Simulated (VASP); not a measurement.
Here is a VASP 6.6.1 calculation.

The input INCAR:

```
  ALGO = Normal
  EDIFF = 1E-7
  EDIFFG = -0.005
  ENCUT = 600
  GGA = PS
  IBRION = 2
  ISIF = 3
  ISMEAR = 0
  LASPH = True
  LCHARG = False
  LREAL = False
  LWAVE = False
  NELM = 80
  NSW = 90
  PREC = Accurate
  SIGMA = 0.03
```

Contents of KPOINTS:

```
k-points
0
Gamma
  10 10 10
```

File POSCAR:

```
ZnS                                     
1.0
    0.0000000000      2.6803314388      2.6803314388
    2.6803314388     -0.0000000000      2.6803314388
    2.6803314388      2.6803314388      0.0000000000
  Zn              S             
     1     1
Direct
     0.2500000000000000    0.2500000000000000    0.2500000000000000
     0.0000000000000000    0.0000000000000000    0.0000000000000000
```

Potentials or basis: VASP PAW PBE potentials, release 64 (Zn, S).

Command:

```console
$ cat potpaw_PBE.64/Zn/POTCAR potpaw_PBE.64/S/POTCAR > POTCAR
$ mpirun -np 1 vasp_std > vasp.out
```

(1) What does it give for the band gap on the k mesh?

Answers

(1) 2.08 eV, direct.

Caveat: the relaxation stopped at its first step, so nothing moved.
